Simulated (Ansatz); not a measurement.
Input, command and steps of an Ansatz relaxation.

```yaml
crystal:
  lattice:
    - [2.9747202862, 0.0, 0.0]
    - [-1.4873601431, 2.576183337, 0.0]
    - [0.0, 0.0, 4.7356838915]
  atoms:
    - { symbol: Ta, position: [0.3333333333, 0.6666666667, 0.2562954902] }
    - { symbol: Ta, position: [0.6666666667, 0.3333333333, 0.7437045098] }
    - { symbol: C, position: [0.0, 0.0, 0.0] }
basis:
  ecutwfc: 420
kpoints:
  mp_grid: { grid: [18, 18, 8] }
hamiltonian:
  xc: pbesol
scf:
  occupations: { method: gaussian, width: 0.1 }
output:
  forces: true
  stress: true
  eigenvalues: true
  write_density: true
  write_potential: true
  elf: true
  volumetric_format: npy
relax:
  adjacent_minimum: "off"
  f_tol: 0.008
  max_steps: 50
  cell: { stress_tol: 0.08, p_target: 40.0 }
```

```bash
ansatz run input.yaml --threads 1 --pin off --max-ram 2560MiB --backend cpu --events-out ev --progress --plain --runs-dir out
```

Method: DFT PBEsol, scalar-relativistic, plane waves, PAW (Ansatz 0.2.0).

Of 6 frames 5 are shown, positions in Å and forces in eV/Å; the SCF threshold varies from step to step. Steps run on the plane waves of an earlier cell, with a Pulay correction in the pressure. The basis is chosen afresh for the last frame, the zero of the energies, and at times for earlier ones too; energy and pressure step there, also at an unchanged geometry. The relaxation lowers the enthalpy F + PV at the target pressure, so the free energy itself can rise. The mark taken_back stands on steps that the optimiser undid.

```xyz
3
Lattice="2.9747 0.0000 0.0000 -1.4874 2.5762 0.0000 0.0000 0.0000 4.7357" Properties=species:S:1:pos:R:3:forces:R:3 pbc="T T T" step=1 free_energy_over_end_meV_per_atom=8.78 pressure_GPa=41.95
Ta    0.0000    1.7175    1.2137    0.0000    0.0000    0.5137
Ta    1.4874    0.8587    3.5219    0.0000    0.0000   -0.5137
C     0.0000    0.0000    0.0000    0.0000    0.0000    0.0000
3
Lattice="2.9660 0.0000 0.0000 -1.4830 2.5686 0.0000 0.0000 0.0000 4.7115" Properties=species:S:1:pos:R:3:forces:R:3 pbc="T T T" step=2 free_energy_over_end_meV_per_atom=47.90 pressure_GPa=44.46 taken_back
Ta    0.0000    1.7124    1.2393    0.0000    0.0000   -0.8763
Ta    1.4830    0.8562    3.4722    0.0000    0.0000    0.8763
C     0.0000    0.0000    0.0000    0.0000    0.0000    0.0000
3
Lattice="2.9778 0.0000 0.0000 -1.4889 2.5788 0.0000 0.0000 0.0000 4.7478" Properties=species:S:1:pos:R:3:forces:R:3 pbc="T T T" step=3 free_energy_over_end_meV_per_atom=-7.07 pressure_GPa=38.93
Ta    0.0000    1.7192    1.2279    0.0000    0.0000   -0.0293
Ta    1.4889    0.8596    3.5199    0.0000    0.0000    0.0293
C     0.0000    0.0000    0.0000    0.0000    0.0000    0.0000
3
Lattice="2.9751 0.0000 0.0000 -1.4875 2.5765 0.0000 0.0000 0.0000 4.7443" Properties=species:S:1:pos:R:3:forces:R:3 pbc="T T T" step=4 free_energy_over_end_meV_per_atom=0.51 pressure_GPa=40.06
Ta    0.0000    1.7177    1.2269    0.0000    0.0000   -0.0037
Ta    1.4875    0.8588    3.5174    0.0000    0.0000    0.0037
C     0.0000    0.0000    0.0000    0.0000    0.0000    0.0000
3
Lattice="2.9755 0.0000 0.0000 -1.4878 2.5769 0.0000 0.0000 0.0000 4.7437" Properties=species:S:1:pos:R:3:forces:R:3 pbc="T T T" step=6 free_energy_over_end_meV_per_atom=0.00 pressure_GPa=40.00
Ta    0.0000    1.7179    1.2267    0.0000    0.0000    0.0002
Ta    1.4878    0.8590    3.5171    0.0000    0.0000   -0.0002
C     0.0000    0.0000    0.0000    0.0000    0.0000    0.0000
```

Time: 53 s on 1 thread of Arm Neoverse V2 (shared host), peak memory 0.44 GiB.

Spin–orbit coupling is left out, which can shift energies with elements as heavy as these.